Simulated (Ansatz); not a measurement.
Wanted: the native input for an Ansatz 0.2.0 run.

| Quantity | Value |
| --- | --- |
| Task | single point |
| Functional | PBEsol0 |
| Potentials or basis | Ansatz PAW |
| Cutoff | 420 eV (not typed: the program's choice for these potentials) |
| k mesh | 5 × 5 × 5 |
| Occupations | fermi-dirac, width 0.05 eV |
| Spin | no spin polarisation |

The system is TiC.

```
Ti C
1.0
     3.04209    0.00000    0.00000
    -1.52104    2.63452    0.00000
     0.00000    0.00000    2.69797
Ti C
1 1
Direct
  0.00000 0.00000 0.50000
  0.33333 0.66667 0.00000
```

The cell was built by a generator and needn't be a form met in nature.

These files were run (other wordings do the same):

input.yaml

```yaml
crystal:
  lattice:
    - [3.04209, 0.0, 0.0]
    - [-1.52104, 2.63452, 0.0]
    - [0.0, 0.0, 2.69797]
  atoms:
    - { symbol: Ti, position: [0.0, 0.0, 0.5] }
    - { symbol: C, position: [0.33333, 0.66667, 0.0] }
hamiltonian:
  xc: { exchange: pbesol, correlation: pbesol, exx: { coeff: 0.25 } }
  pseudopotentials: { kind: paw }
kpoints:
  mp_grid: { grid: [5, 5, 5] }
scf:
  occupations: { method: fermi_dirac, width: 0.05 }
output:
  forces: true
  stress: true
  eigenvalues: true
```

Potentials or basis: Ansatz PAW.

Command:

```console
$ ansatz run input.yaml --threads 2 --pin off --max-ram 5632MiB --backend cpu --events-out ev --progress --plain --runs-dir out
```

Results of the run:

```json
{
  "Pressure": "-9.4 GPa",
  "Band gap on the k mesh": "none (metal or under the smearing width)"
}
```

Caveat: the k mesh is coarse (spacing up to 0.48 Å⁻¹), so the values aren't converged, least of all with exact exchange; the PAW data sets come from PBE, with cores solved anew for the run's functional, which leaves a small shift of forces and pressure; the thresholds are loose for stress.

It took 11 s on 2 threads of Arm Neoverse V1 (shared host), peak memory 0.61 GiB.
